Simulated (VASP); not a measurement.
# AlAs (F-43m) in VASP: a series of runs, part 2 of 2

VASP 6.6.1.

## (3) Relaxation of cell and atoms, PBEsol

This run uses another cell than the first one, of 22.93 Å³/atom, 1.011 times its volume.

The input, INCAR:

```
SYSTEM = AlAs
  PREC = Accurate
  ENCUT = 600
  EDIFF = 1E-7
  ISMEAR = 0
  SIGMA = 0.03
  LREAL = .FALSE.
  LASPH = .TRUE.
  NELM = 80
  ALGO = Normal
  ISIF = 3
  LWAVE = .FALSE.
  LCHARG = .FALSE.
  GGA = PS
  IBRION = 2
  NSW = 90
  EDIFFG = -0.005
  KPAR = 4
```

The input, KPOINTS:

```
Automatic mesh
0
G
  8 8 8
  0 0 0
```

The input, POSCAR:

```
AlAs                                    
1.0
    0.0000000000      2.8408844733      2.8408844733
    2.8408844733      0.0000000000      2.8408844733
    2.8408844733      2.8408844733      0.0000000000
  Al              As            
     1     1
Direct
     0.0000000000000000    0.0000000000000000    0.0000000000000000
     0.2500000000000000    0.2500000000000000    0.2500000000000000
```

Potentials or basis: VASP PAW PBE potentials, release 64 (Al, As).

Run with:

```console
$ cat potpaw_PBE.64/Al/POTCAR potpaw_PBE.64/As/POTCAR > POTCAR
$ mpirun -np 4 vasp_std > vasp.out
```

OUTCAR:

```text
SYSTEM = AlAs
   PREC = Accurate
   ENCUT = 600
   EDIFF = 1E-7
   ISMEAR = 0
   LREAL = .FALSE.
   LASPH = .TRUE.
   NELM = 80
   ISIF = 3
   GGA = PS
   IBRION = 2
   NSW = 90
   EDIFFG = -0.005

 ion  position               nearest neighbor table
   1  0.000  0.000  0.000-   2 2.46   2 2.46   2 2.46   2 2.46
   2  0.250  0.250  0.250-   1 2.46   1 2.46   1 2.46   1 2.46

  LATTYP: Found a face centered cubic cell.
 ALAT       =     5.6817689466

  Lattice vectors:

 A1 = (   0.0000000000,   2.8408844733,   2.8408844733)
 A2 = (   2.8408844733,   0.0000000000,   2.8408844733)
 A3 = (   2.8408844733,   2.8408844733,   0.0000000000)

Analysis of symmetry for initial positions (statically):
=====================================================================
 Subroutine PRICEL returns:
 Original cell was already a primitive cell.

 Routine SETGRP: Setting up the symmetry group for a
 face centered cubic supercell.

 Subroutine GETGRP returns: Found 24 space group operations
 (whereof 24 operations were pure point group operations)
 out of a pool of 48 trial point group operations.

The static configuration has the point symmetry T_d .

Analysis of symmetry for dynamics (positions and initial velocities):
=====================================================================
 Subroutine PRICEL returns:
 Original cell was already a primitive cell.

 Routine SETGRP: Setting up the symmetry group for a
 face centered cubic supercell.

 Subroutine GETGRP returns: Found 24 space group operations
 (whereof 24 operations were pure point group operations)
 out of a pool of 48 trial point group operations.

The dynamic configuration has the point symmetry T_d .

 Subroutine INISYM returns: Found 24 space group operations
 (whereof 24 operations are pure point group operations),
 and found     1 'primitive' translations

----------------------------------------------------------------------------------------

                                     Primitive cell

  volume of cell :      45.8554

  direct lattice vectors                    reciprocal lattice vectors
     0.000000000  2.840884473  2.840884473    -0.176001525  0.176001525  0.176001525
     2.840884473  0.000000000  2.840884473     0.176001525 -0.176001525  0.176001525
     2.840884473  2.840884473  0.000000000     0.176001525  0.176001525 -0.176001525

  length of vectors
     4.017617351  4.017617351  4.017617351     0.304843584  0.304843584  0.304843584

  position of ions in fractional coordinates (direct lattice)
     0.000000000  0.000000000  0.000000000
     0.250000000  0.250000000  0.250000000

  ion indices of the primitive-cell ions
   primitive index   ion index
                 1           1
                 2           2

----------------------------------------------------------------------------------------

 KPOINTS: Automatic mesh

Automatic generation of k-mesh.
 Grid dimensions read from file:
 generate k-points for:    8    8    8

 Generating k-lattice:

  Cartesian coordinates                     Fractional coordinates (reciprocal lattice)
    -0.022000191  0.022000191  0.022000191     0.125000000  0.000000000  0.000000000
     0.022000191 -0.022000191  0.022000191     0.000000000  0.125000000  0.000000000
     0.022000191  0.022000191 -0.022000191     0.000000000  0.000000000  0.125000000

  Length of vectors
     0.038105448  0.038105448  0.038105448

  Shift w.r.t. Gamma in fractional coordinates (k-lattice)
     0.000000000  0.000000000  0.000000000

 Subroutine IBZKPT returns following result:
 ===========================================

 Found     29 irreducible k-points:

 Following reciprocal coordinates:
            Coordinates               Weight
  0.000000  0.000000  0.000000      1.000000
  0.125000  0.000000  0.000000      8.000000
  0.250000  0.000000  0.000000      8.000000
  0.375000  0.000000  0.000000      8.000000
  0.500000  0.000000  0.000000      4.000000
  0.125000  0.125000  0.000000      6.000000
[... 16 lines left out ...]
  0.500000  0.250000  0.125000     48.000000
 -0.375000  0.250000  0.125000     24.000000
 [... further k-points ...]
   k-points           NKPTS =     29   k-points in BZ     NKDIM =     29   number of bands    NBANDS=      8
   number of dos      NEDOS =    301   number of ions     NIONS =      2
   total plane-waves  NPLWV =  32768
   dimension x,y,z NGX =    32 NGY =   32 NGZ =   32
   dimension x,y,z NGXF=    64 NGYF=   64 NGZF=   64
   ions per type =               1   1
   NGX,Y,Z   is equivalent  to a cutoff of  13.24, 13.24, 13.24 a.u.
   NGXF,Y,Z  is equivalent  to a cutoff of  26.48, 26.48, 26.48 a.u.
 SYSTEM =  AlAs
   PREC   = accura    normal or accurate (medium, high low for compatibility)
   ISTART =      0    job   : 0-new  1-cont  2-samecut
   ICHARG =      2    charge: 1-file 2-atom 10-const
   ISPIN  =      1    spin polarized calculation?
   LNONCOLLINEAR =      F non collinear calculations
   LSORBIT =      F    spin-orbit coupling
   LASPH  =      T    aspherical Exc in radial PAW
   ENCUT  =  600.0 eV  44.10 Ry    6.64 a.u.   8.02  8.02  8.02*2*pi/ulx,y,z
   NELM   =     80;   NELMIN=  2; NELMDL= -5     # of ELM steps
   EDIFF  = 0.1E-06   stopping-criterion for ELM
   LREAL  =      F    real-space projection
   EDIFFG = -.5E-02   stopping-criterion for IOM
   NSW    =     90    number of steps for IOM
   IBRION =      2    ionic relax: 0-MD 1-quasi-New 2-CG
   NFREE  =      1    steps in history (QN), initial steepest desc. (CG)
   ISIF   =      3    stress and relaxation
   ISYM   =      2    0-nonsym 1-usesym 2-fastsym
   POTIM  = 0.5000    time-step for ionic-motion
   TEBEG  =    0.0;   TEEND  =   0.0 temperature during run
   PSTRESS=    0.0 pullay stress
   NELECT =       8.0000    total number of electrons
   NUPDOWN=      -1.0000    fix difference up-down
   EMIN   =  10.00;   EMAX   =-10.00  energy-range for DOS
   EFERMI =   0.00;   METHOD = LEGACY
   ISMEAR =     0;   SIGMA  =   0.03  broadening in eV -4-tet -1-fermi 0-gaus
   EFERMI_NEDOS =   21; number of points for ismear=-14 and -15
   IALGO  =     38    algorithm
   IMIX   =      4    mixing-type and parameters
     AMIX     =   0.40;   BMIX     =  1.00
     AMIX_MAG =   1.60;   BMIX_MAG =  1.00
  volume/ion in A,a.u.               =      22.93       154.72
  Fermi-wavevector in a.u.,A,eV,Ry     =   0.914762  1.728649 11.385202  0.836789
  Thomas-Fermi vector in A             =   2.039426
   LORBIT       =      0    0 simple, 1 ext, 2 COOP (PROOUT), +10 PAW based schemes
   GGA     = PS    functional components
   LHFCALC =     F    Hartree Fock is set to
   AEXX    =    0.0000 exact exchange contribution
   IVDW    =     0    specifies the selected vdW correction
   LEPSILON=     F    determine dielectric tensor
   LRPA    =     F    only Hartree local field effects (RPA)
 conjugate gradient relaxation of ions
 non-spin polarized calculation
 Gauss-broadening in eV      SIGMA  =   0.03
  energy-cutoff  :      600.00
  volume of cell :       45.86
 maximum number of plane-waves:      1543
   NGX = 17   NGY = 17   NGZ = 17

 number of electron       8.0000001 magnetization

 Free energy of the ion-electron system (eV)
  ---------------------------------------------------
  ext. energy  EPLUGINS =         0.00000000
  ---------------------------------------------------
  free energy    TOTEN  =       -10.06494903 eV

  energy without entropy =      -10.06494903  energy(sigma->0) =      -10.06494903

 E-fermi :   3.8682     XC(G=0):  -9.1529

 val. band max:        3.7083619083   @ k =   0.0000   0.0000   0.0000
 cond. band min:       5.0464248150   @ k =   0.5000   0.5000   0.0000
 fundamental gap:      1.3380629067
 Fermi energy:         3.8681568577

 k-point     1 :       0.0000    0.0000    0.0000
  band No.  band energies     occupation
      1      -8.1168      2.00000
      2       3.7084      2.00000
      3       3.7084      2.00000
      4       3.7084      2.00000
      5       5.6018      0.00000
      6       7.9525      0.00000
      7       7.9525      0.00000
      8       7.9525      0.00000
[... 243 lines left out ...]
 k-point    24 :      -0.3750    0.2500    0.1250
  band No.  band energies     occupation
      1      -6.4568      2.00000
      2      -1.5329      2.00000
      3       1.0196      2.00000
      4       2.1723      2.00000
      5       7.2938      0.00000
      6       7.8606      0.00000
      7      10.3076      0.00000
      8      11.2383      0.00000

 [... further k-points ...]

------------------------ aborting loop because EDIFF is reached ----------------------------------------

  FORCE on cell =-STRESS in cart. coord.  units (eV):
  Direction    XX          YY          ZZ          XY          YZ          ZX
  --------------------------------------------------------------------------------------
  -------------------------------------------------------------------------------------
  Total        0.0003260      0.0003260      0.0003260      0.0000000      0.0000000     -0.0000000
  in kB        0.0113907      0.0113907      0.0113907      0.0000000      0.0000000     -0.0000000
  external PRESSURE =       0.0113907 kB  Pullay stress =       0.0000000 kB

 VOLUME and BASIS-vectors are now :
 -----------------------------------------------------------------------------
  energy-cutoff  :      600.00
  volume of cell :       45.86
      direct lattice vectors                 reciprocal lattice vectors
     0.000000000  2.840884473  2.840884473    -0.176001525  0.176001525  0.176001525
     2.840884473  0.000000000  2.840884473     0.176001525 -0.176001525  0.176001525
     2.840884473  2.840884473  0.000000000     0.176001525  0.176001525 -0.176001525

 POSITION                                       TOTAL-FORCE (eV/Angst)
 -----------------------------------------------------------------------------------
      0.00000      0.00000      0.00000         0.000000     -0.000000      0.000000
      1.42044      1.42044      1.42044        -0.000000      0.000000     -0.000000
 -----------------------------------------------------------------------------------
    total drift:                                0.000000      0.000000      0.000000

  FREE ENERGIE OF THE ION-ELECTRON SYSTEM (eV)
  ---------------------------------------------------
  free  energy   TOTEN  =       -10.0649490296 eV

  energy  without entropy=      -10.0649490296  energy(sigma->0) =      -10.06494903

 reached required accuracy - stopping structural energy minimisation
```

OSZICAR:

```text
N       E                     dE             d eps       ncg     rms          rms(c)
DAV:   1     0.142141309639E+02    0.14214E+02   -0.32310E+03   464   0.833E+02
DAV:   2    -0.971217829853E+01   -0.23926E+02   -0.22875E+02   640   0.903E+01
DAV:   3    -0.103269753349E+02   -0.61480E+00   -0.61480E+00   576   0.194E+01
DAV:   4    -0.103301754817E+02   -0.32001E-02   -0.32001E-02   736   0.160E+00
DAV:   5    -0.103301808669E+02   -0.53852E-05   -0.53852E-05   576   0.560E-02    0.324E+00
DAV:   6    -0.101130132177E+02    0.21717E+00   -0.41979E-01   504   0.290E+00    0.184E+00
DAV:   7    -0.100667004340E+02    0.46313E-01   -0.18647E-01   616   0.206E+00    0.659E-01
DAV:   8    -0.100648483952E+02    0.18520E-02   -0.98039E-03   464   0.598E-01    0.928E-02
DAV:   9    -0.100648962010E+02   -0.47806E-04   -0.32694E-04   672   0.138E-01    0.508E-02
DAV:  10    -0.100649474828E+02   -0.51282E-04   -0.58854E-05   568   0.552E-02    0.619E-03
DAV:  11    -0.100649490684E+02   -0.15856E-05   -0.74549E-06   624   0.152E-02    0.313E-03
DAV:  12    -0.100649490180E+02    0.50340E-07   -0.12426E-06   568   0.622E-03    0.149E-03
DAV:  13    -0.100649490296E+02   -0.11584E-07   -0.38339E-08   288   0.143E-03
   1 F= -.10064949E+02 E0= -.10064949E+02  d E =-.100649E+02
```

CONTCAR:

```text
AlAs
   1.00000000000000
     0.0000000000000000    2.8408844733000000    2.8408844733000000
     2.8408844733000000    0.0000000000000000    2.8408844733000000
     2.8408844733000000    2.8408844733000000    0.0000000000000000
  Al              As
     1     1
Direct
     0.0000000000000000    0.0000000000000000    0.0000000000000000
     0.2500000000000000    0.2500000000000000    0.2500000000000000

  0.00000000E+00  0.00000000E+00  0.00000000E+00
  0.00000000E+00  0.00000000E+00  0.00000000E+00
```

It took 6.5 s on 4 MPI ranks of Intel Xeon Platinum 8375C at 2.90GHz (Ice Lake), shared host; peak memory 0.17 GiB.

What came out:

```
Free energy             : -10.0649 eV
Pressure after relaxing : 0.0 GPa
Band gap on the k mesh  : 1.34 eV, indirect (least direct gap 1.89 eV)
```

Final structure:
```
CELL_PARAMETERS angstrom
0.00000 2.84088 2.84088
2.84088 0.00000 2.84088
2.84088 2.84088 0.00000
ATOMIC_POSITIONS crystal
Al 0.00000 0.00000 0.00000
As 0.25000 0.25000 0.25000
```

Caveat: the relaxation stopped at its first step, so nothing moved; the PAW data sets were made with another functional, which shifts forces and pressure a little. A hybrid or GW would open this gap; PBEsol tends to underestimate it.

## (4) Relaxation of cell and atoms, PBEsol

The input, INCAR:

```
SYSTEM = AlAs
PREC = Accurate
ENCUT = 600
EDIFF = 1E-6
ISMEAR = 0
SIGMA = 0.03
LREAL = .FALSE.
LASPH = .TRUE.
NELM = 80
ALGO = Normal
ISIF = 3
LWAVE = .FALSE.
LCHARG = .FALSE.
GGA = PS
IBRION = 2
NSW = 90
EDIFFG = -0.01
KPAR = 8
```

The input, KPOINTS:

```
regular mesh
0
G
  8 8 8
  0 0 0
```

The input, POSCAR:

```
AlAs
1.0
    0.0000000000      2.8304000000      2.8304000000
    2.8304000000      0.0000000000      2.8304000000
    2.8304000000      2.8304000000      0.0000000000
Al As
1 1
Direct
    0.0000000000      0.0000000000      0.0000000000
    0.2500000000      0.2500000000      0.2500000000
```

Potentials or basis: VASP PAW PBE potentials, release 64 (Al, As).

Run with:

```console
$ cat potpaw_PBE.64/Al/POTCAR potpaw_PBE.64/As/POTCAR > POTCAR
$ mpirun -np 8 vasp_std > vasp.out
```

OUTCAR:

```text
SYSTEM = AlAs
   PREC = Accurate
   ENCUT = 600
   EDIFF = 1E-6
   ISMEAR = 0
   LREAL = .FALSE.
   LASPH = .TRUE.
   NELM = 80
   ISIF = 3
   GGA = PS
   IBRION = 2
   NSW = 90
   EDIFFG = -0.01

 ion  position               nearest neighbor table
   1  0.000  0.000  0.000-   2 2.45   2 2.45   2 2.45   2 2.45
   2  0.250  0.250  0.250-   1 2.45   1 2.45   1 2.45   1 2.45

  LATTYP: Found a face centered cubic cell.
 ALAT       =     5.6608000000

  Lattice vectors:

 A1 = (   0.0000000000,   2.8304000000,   2.8304000000)
 A2 = (   2.8304000000,   0.0000000000,   2.8304000000)
 A3 = (   2.8304000000,   2.8304000000,   0.0000000000)

Analysis of symmetry for initial positions (statically):
=====================================================================
[... 261 lines left out ...]
 fundamental gap:      1.3382207445
 Fermi energy:         3.8681211337

 k-point     1 :       0.0000    0.0000    0.0000
  band No.  band energies     occupation
      1      -8.1168      2.00000
      2       3.7083      2.00000
      3       3.7083      2.00000
      4       3.7083      2.00000
      5       5.6018      0.00000
      6       7.9525      0.00000
      7       7.9525      0.00000
      8       7.9525      0.00000
[... 243 lines left out ...]
 k-point    24 :      -0.3750    0.2500    0.1250
  band No.  band energies     occupation
      1      -6.4569      2.00000
      2      -1.5329      2.00000
      3       1.0195      2.00000
      4       2.1723      2.00000
      5       7.2939      0.00000
      6       7.8607      0.00000
      7      10.3076      0.00000
      8      11.2383      0.00000

 [... further k-points ...]

------------------------ aborting loop because EDIFF is reached ----------------------------------------

  FORCE on cell =-STRESS in cart. coord.  units (eV):
  Direction    XX          YY          ZZ          XY          YZ          ZX
  --------------------------------------------------------------------------------------
  -------------------------------------------------------------------------------------
  Total        0.0008354      0.0008354      0.0008354      0.0000000      0.0000000     -0.0000000
  in kB        0.0291894      0.0291894      0.0291894      0.0000000      0.0000000     -0.0000000
  external PRESSURE =       0.0291894 kB  Pullay stress =       0.0000000 kB
[... 17 lines left out ...]
  FREE ENERGIE OF THE ION-ELECTRON SYSTEM (eV)
  ---------------------------------------------------
  free  energy   TOTEN  =       -10.0649362116 eV

  energy  without entropy=      -10.0649362116  energy(sigma->0) =      -10.06493621

 reached required accuracy - stopping structural energy minimisation
```

OSZICAR:

```text
N       E                     dE             d eps       ncg     rms          rms(c)
DAV:   1     0.147716165287E+02    0.14772E+02   -0.33719E+03   464   0.854E+02
DAV:   2    -0.967970096254E+01   -0.24451E+02   -0.23592E+02   600   0.905E+01
DAV:   3    -0.103287001395E+02   -0.64900E+00   -0.64900E+00   576   0.198E+01
[... 19 lines left out ...]
DAV:   1    -0.100653388171E+02   -0.73652E-03   -0.10256E-02   520   0.576E-01    0.960E-02
DAV:   2    -0.100650160299E+02    0.32279E-03   -0.67878E-04   560   0.145E-01    0.447E-02
DAV:   3    -0.100649409633E+02    0.75067E-04   -0.29063E-04   512   0.849E-02    0.168E-02
DAV:   4    -0.100649366478E+02    0.43155E-05   -0.10640E-05   512   0.204E-02    0.942E-03
DAV:   5    -0.100649362116E+02    0.43623E-06   -0.12591E-06   288   0.683E-03
   3 F= -.10064936E+02 E0= -.10064936E+02  d E =-.128414E-02
```

CONTCAR:

```text
AlAs
   1.00000000000000
     0.0000000000000000    2.8408844733799925    2.8408844733799925
     2.8408844733799925    0.0000000000000000    2.8408844733799925
     2.8408844733799925    2.8408844733799925   -0.0000000000000000
  Al              As
     1     1
Direct
     0.0000000000000000    0.0000000000000000    0.0000000000000000
     0.2500000000000000    0.2500000000000000    0.2500000000000000

  0.00000000E+00  0.00000000E+00  0.00000000E+00
  0.00000000E+00  0.00000000E+00  0.00000000E+00
```

It took 9.8 s on 8 MPI ranks of Intel Xeon Platinum 8488C (Sapphire Rapids), shared host; peak memory 0.19 GiB.

What came out:

* Free energy: -10.0649 eV
* Relaxed volume: 22.93 Å³/atom
* Relaxed cell: a = 4.018 Å, b = 4.018 Å, c = 4.018 Å, α = 60.00°, β = 60.00°, γ = 60.00°
* Space group after relaxing (to 0.05 Å): F-43m (No. 216)
* Energy gained by relaxing: 0.6 meV/atom
* Ionic steps: 3
* Pressure after relaxing: 0.0 GPa
* Band gap on the k mesh: 1.34 eV, indirect (least direct gap 1.89 eV)

Step by step:
```csv
step,energy change (eV),largest force (eV/Å),pressure (GPa),volume (Å³)
1,0.0000,0.0000,0.82,45.35
2,-0.0010,0.0000,-0.41,46.12
3,-0.0013,0.0000,0.00,45.86
```

Final structure:
```xyz
2
Lattice="0.0000 2.8409 2.8409 2.8409 0.0000 2.8409 2.8409 2.8409 0.0000" Properties=species:S:1:pos:R:3 pbc="T T T"
Al    0.0000    0.0000    0.0000
As    1.4204    1.4204    1.4204
```

Caveat: the PAW data sets were made with another functional, which shifts forces and pressure a little. A k mesh can miss the band edges.

## (5) Relaxation of cell and atoms, PBEsol

This run uses another cell than the first one, of 22.93 Å³/atom, 1.011 times its volume.

Changes to INCAR since step 4:

```diff
@@ -3,3 +3,3 @@
 ENCUT = 600
-EDIFF = 1E-6
+EDIFF = 1E-7
 ISMEAR = 0
@@ -16,3 +16,3 @@
 NSW = 90
-EDIFFG = -0.01
+EDIFFG = -0.005
 KPAR = 8
```

KPOINTS is that of step 4.

The input, POSCAR:

```
AlAs                                    
1.0
    0.0000000000      2.8408844734      2.8408844734
    2.8408844734      0.0000000000      2.8408844734
    2.8408844734      2.8408844734     -0.0000000000
  Al              As            
     1     1
Direct
     0.0000000000000000    0.0000000000000000    0.0000000000000000
     0.2500000000000000    0.2500000000000000    0.2500000000000000
```

Run with:

```console
$ cat potpaw_PBE.64/Al/POTCAR potpaw_PBE.64/As/POTCAR > POTCAR
$ mpirun -np 8 vasp_std > vasp.out
```

It took 4.6 s on 8 MPI ranks of Intel Xeon Platinum 8488C (Sapphire Rapids), shared host; peak memory 0.18 GiB.

Results (log left out):

```yaml
Free_energy: -10.0649 eV
Pressure_after_relaxing: 0.0 GPa
Band_gap_on_the_k_mesh: 1.34 eV, indirect (least direct gap 1.89 eV)
```

Final structure:
```
CELL_PARAMETERS angstrom
0.00000 2.84088 2.84088
2.84088 0.00000 2.84088
2.84088 2.84088 0.00000
ATOMIC_POSITIONS crystal
Al 0.00000 0.00000 0.00000
As 0.25000 0.25000 0.25000
```

Levels at points of the mesh, in eV from the valence-band top:
| k point | band 2 | band 3 | band 4 | band 5 | band 6 | band 7 |
| --- | --- | --- | --- | --- | --- | --- |
| (0.00, 0.00, 0.00) | 0.00 | 0.00 | 0.00 | 1.89 | 4.24 | 4.24 |
| (0.50, 0.00, 0.00) | -5.55 | -0.82 | -0.82 | 2.04 | 4.62 | 4.62 |
| (0.50, 0.50, 0.00) | -5.40 | -2.16 | -2.16 | 1.34 | 2.22 | 10.20 |

Caveat: the relaxation stopped at its first step, so nothing moved; the PAW data sets were made with another functional, which shifts forces and pressure a little. A k mesh can miss the band edges.
